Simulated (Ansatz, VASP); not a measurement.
## Mo in VASP and in Ansatz

```
Mo
1.0
    -1.56240    1.56240    1.56240
     1.56240   -1.56240    1.56240
     1.56240    1.56240   -1.56240
Mo
1
Cartesian
  0.0000 0.0000 0.0000
```

Change from the starting cell: volume scaled by 0.96.

Alike in both runs: task single point; functional LDA; k mesh 12 × 12 × 12; occupations fermi-dirac, width 0.05 eV; no spin polarisation.

```csv
,VASP,Ansatz
version,VASP 6.6.1,Ansatz 0.2.0
potentials or method,"VASP PAW LDA potentials, release 64 (Mo_sv), cutoff 520 eV","all-electron LAPW, scalar-relativistic"
```

```tsv
	VASP	Ansatz	Ansatz less VASP
gap on the k mesh at the Fermi level (eV)	none	none	-
pressure (GPa)	-2.6	-3.7	-1.10
```

A gap of «none» marks a metal or a gap that the smearing closes. Ansatz ran all-electron here, so the differences hold the error of VASP's frozen core and of both bases.
